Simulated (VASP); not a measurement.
Crystal: BaS.

```xyz
2
Lattice="0.0000 3.2144 3.2144 3.2144 0.0000 3.2144 3.2144 3.2144 0.0000" Properties=species:S:1:pos:R:3 pbc="T T T"
Ba    0.0000    0.0000    0.0000
S     3.2144    3.2144    3.2144
```

| Property | Result |
| --- | --- |
| Program | VASP 6.6.1 |
| Task | relaxation of cell and atoms |
| Functional | LDA |
| Potentials or basis | VASP PAW LDA potentials, release 64 (Ba_sv, S) |
| Cutoff | 600 eV |
| k mesh | 8 × 8 × 8 |
| Occupations | gaussian, width 0.02 eV |
| Spin | no spin polarisation |

At the start: pressure -2.6 GPa; volume 33.21 Å³/atom.

Question: How do energy, volume and symmetry change on relaxing?

Answer: Over 3 steps the energy falls by 16.3 meV/atom and the volume is 31.30 Å³/atom (-5.7 %); space group Fm-3m (No. 225, to 0.05 Å).

Step by step:
```tsv
step	energy change (eV)	largest force (eV/Å)	pressure (GPa)	volume (Å³)
1	0.0000	0.0000	-2.59	66.42
2	-0.0288	0.0000	1.05	61.39
3	-0.0327	0.0000	0.00	62.61
```

Final structure:
```xyz
2
Lattice="0.0000 3.1516 3.1516 3.1516 0.0000 3.1516 3.1516 3.1516 0.0000" Properties=species:S:1:pos:R:3 pbc="T T T"
Ba    0.0000    0.0000    0.0000
S     3.1516    3.1516    3.1516
```
